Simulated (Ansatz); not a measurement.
**Notes on IrO$_{2}$**

```
CELL_PARAMETERS angstrom
4.51731 0.00000 0.00000
0.00000 4.51731 0.00000
0.00000 0.00000 3.15910
ATOMIC_POSITIONS crystal
Ir 0.00000 0.00000 0.00000
Ir 0.50000 0.50000 0.50000
O 0.30770 0.30770 0.00000
O 0.19230 0.80770 0.50000
O 0.69230 0.69230 0.00000
O 0.80770 0.19230 0.50000
```

Level: r2SCAN, no spin polarisation; 500 eV; 8×8×11 Γ-centred mesh; fermi-dirac occupations (width 0.1 eV); Ansatz 0.2.0, fixed geometry.

Question: Is the cell too large or too small?

Answer: The pressure is -3.2 GPa (compression positive), so with the atoms held at these fractions the cell would first shrink.

Question: Where is the largest force?

Answer: The largest is on O6 (and as large on other atoms): 0.09 eV/Å, components (0.06, -0.06, 0.00). It makes 180° with the line to a nearest neighbour, Ir2 at 1.97 Å, pointing away from it.

Question: What happens at the Fermi level?

Answer: It is a metal, with about 3 states/eV a cell as the mean within 0.25 eV of the Fermi level, mostly Ir d (56 %) and O p (42 %).

Question: Describe some of the short contacts.

Answer: Ir–O at 1.97 Å: least valence density 0.92 e/Å³ and ELF 0.24 there. Both are smooth PAW fields, read partly inside the augmentation spheres.

Origin: a database entry at a rescaled volume. Caveats: many states at the Fermi level without spin polarisation, so a magnetic state may lie lower; correlation that this level lacks may open a gap in such a compound.
